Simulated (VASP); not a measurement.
Set up this calculation in VASP 6.6.1, as the native input.

```
Task                   : single point
Functional             : r2SCAN
Potentials or basis    : VASP PAW PBE potentials, release 64 (Ru_pv, S)
Cutoff                 : 520 eV
k mesh                 : 6 × 6 × 4
Occupations            : gaussian, width 0.05 eV
Spin                   : collinear spin, ferromagnetic start
Starting moments       : [1.0, 0.0, 0.0] μB
Fixed moment           : 2 μB
Further INCAR settings : ALGO = Normal; EDIFF = 1e-06
```

The structure of RuS2 lies in POSCAR:

```
RuS2
1.0
    3.5211794000      0.0000000000      0.0000000000
   -1.7605897000      3.0494308100      0.0000000000
    0.0000000000      0.0000000000      5.6803931900
Ru S
1 2
Direct
    0.0000000000      0.0000000000      0.0000000000
    0.3333333333      0.6666666667      0.2520000000
    0.6666666667      0.3333333333      0.7480000000
```

The cell comes from a database or a generator and needn't be the stable form of this composition.

One way to write it, as run:

INCAR

```
  ALGO = Normal
  EDIFF = 1E-6
  ENCUT = 520
  ISIF = 2
  ISMEAR = 0
  ISPIN = 2
  LASPH = True
  LCHARG = False
  LMAXMIX = 4
  LMIXTAU = True
  LORBIT = 11
  LREAL = False
  LWAVE = False
  MAGMOM = 1 0 0
  METAGGA = R2SCAN
  NELM = 80
  NUPDOWN = 2
  PREC = Accurate
  SIGMA = 0.05
```

KPOINTS

```
k-points
0
Gamma
  6 6 4
```

Potentials or basis: VASP PAW PBE potentials, release 64 (Ru_pv, S).

Launch:

```sh
$ cat potpaw_PBE.64/Ru_pv/POTCAR potpaw_PBE.64/S/POTCAR > POTCAR
$ mpirun -np 1 vasp_std > vasp.out
```

Results of the run:

The pressure is -11.9 GPa and the largest force is 1.361 eV/Å. The net moment is 2.00 μB per cell, the site moments are Ru +1.52; S +0.15 μB and the valence electrons inside the program's atomic spheres are Ru 12.29; S 3.62.

Caveat: the PAW data sets were made with another functional, which shifts forces and pressure a little; the total moment is fixed, so each spin has its own Fermi level.

Wall time 2.5 min on 1 thread of Intel(R) Xeon(R) Platinum 8488C (Sapphire Rapids), on a shared host, peak memory 0.23 GiB.
